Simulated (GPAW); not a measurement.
The system is TiNi.

```xyz
2
Lattice="2.7358 0.0000 0.0000 0.0000 2.7358 0.0000 0.0000 0.0000 3.5814" Properties=species:S:1:pos:R:3 pbc="T T T"
Ni    0.0000    0.0000    0.0000
Ti    1.3679    1.3679    1.7907
```

The cell comes from a database or a generator and needn't be the stable form of this composition.

Base run:

| Item | Value |
| --- | --- |
| Program | GPAW 26.7.0 |
| Functional | PBEsol |
| Potentials or basis | PAW data sets generated in the run's folder for this functional |
| Cutoff | 600 eV |
| Basis | pw |
| k mesh | 7 × 7 × 6 |
| Occupations | fermi-dirac, width 0.05 eV |
| Spin | collinear spin, ferromagnetic start |
| Starting moments | [1.0, 1.0] μB |
| Hubbard terms | Ni d U = 2 eV |

Its results: pressure -6.9 GPa; net moment 0.00 μB per cell.

**Question.** The run is repeated on the same cell with these changes: hubbard terms from Ni d U = 2 eV to Ni d U = 1 eV. What comes out?

**Answer.** Pressure -6.5 GPa; net moment 0.00 μB per cell.

Caveats: the stock nickel data set gives pressures a few GPa off other programs; the U is typed as a test and isn't derived for this compound.
